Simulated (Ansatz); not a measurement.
GaN: what the numbers say

**What was measured.** A cell as deposited of hexagonal GaN (space group P6_3mc), temperature not stated, from the Crystallography Open Database (2015, doi:10.1039/C5TC00475F), has a, c = 3.197, 5.207 Å and 11.52 Å³/atom.

From “Studying electronic properties in GaN without electrical contacts using γ-γ vs e−-γ Perturbed Angular Correlations”, 2019, pmc:6823545, for a bulk crystal of GaN: band gap 3.503 ± 0.005 eV (direct).

The results are compared with them further down.

The computed numbers are results of PBEsol, scalar-relativistic (no spin polarisation) in the plane-wave PAW code Ansatz at 420 eV, 12×12×6 k-mesh, Gaussian smearing of 0.05 eV; PAW files: Ansatz's generated set soft_2.

The chain of runs began from a cell as deposited in COD, expanded in volume. Of that entry: the entry's cell lengths or inner coordinates differ somewhat from later room-temperature determinations.

The relaxed structure (symmetry read at 0.01 Å). Symmetry: P6_3mc, No. 186, hexagonal system. Conventional cell: a = 3.183 Å, b = 3.183 Å, c = 5.185 Å, α = 90.00°, β = 90.00°, γ = 120.00°. Ga (site symmetry 3m) has 4 N at 1.95 Å as nearest neighbours. N (site symmetry 3m) is surrounded by 4 Ga at 1.95 Å. (Neighbours are counted to 15 % beyond the shortest distance.)

Results at this level of theory:

- Volume: 11.37 Å³/atom
- Band gap: 1.87 eV
- Smallest direct gap: 1.87 eV
- Formation energy from the elements (0 K, uncorrected): -0.59 eV/atom
- Bulk modulus (Birch–Murnaghan): 188 GPa
- Pressure derivative B0′: 4.4

Task: Should it be a metal or an insulator?

Result: Formal charges Ga³⁺, N³⁻ balance and leave closed shells on every ion, so a band insulator is expected, and the gap is 1.87 eV.

Task: What kind of gap is it?

Result: It is direct, 1.87 eV. Within 0.6 eV of the edges the projected states are 91 % N 2p at the top of the valence band and 44 % N 2s at the bottom of the conduction band. The conduction edge mixes several shells, so no single label fits the gap.

Task: What fixes the bond lengths?

Result: Shannon's ionic radii give a check on the bond lengths: Ga³⁺ with 4 neighbours 0.47 Å + N³⁻ 1.46 Å = 1.93 Å against a computed mean of 1.95 Å. Sums and bonds agree within 3 %, so ion sizes set the bond lengths.

Task: How stiff is it, in energy terms?

Result: B0·V0 = 188.5 GPa × 11.37 Å³ = 13.38 eV/atom sets the scale: near the minimum ΔE ≈ ½ B0 V0 x², with x = V/V0 − 1, and a pressure of 1.9 GPa squeezes the volume by about 1 %. At the ends of the curve: x = −4.0 % predicts 10.7 meV/atom and the run gives 11.5; x = +4.0 % predicts 10.7 meV/atom and the run gives 10.0. Compression costs more and expansion less than the parabola says, since the crystal stiffens as it shrinks; B0′ measures that.

**Comparison.** The computed cell (3.183, 5.185 Å, 11.37 Å³/atom) differs from the database's by −1.3 % in volume, about −0.4 % in length. PBEsol was built to cure PBE's overestimate of volumes, and the static lattice lacks thermal expansion. Measured gap of GaN: 3.503 eV (direct; quoted in “Studying electronic properties in GaN without electrical contacts using γ-γ vs e−-γ Perturbed Angular Correlations”, 2019, pmc:6823545). This calculation gives 1.87 eV (-1.63 eV). Kohn–Sham gaps of semilocal functionals mostly fall below measured ones. Temperature and excitons aren't in the calculation.

Kohn–Sham gaps of semilocal functionals lie under measured ones, often by a third or more.
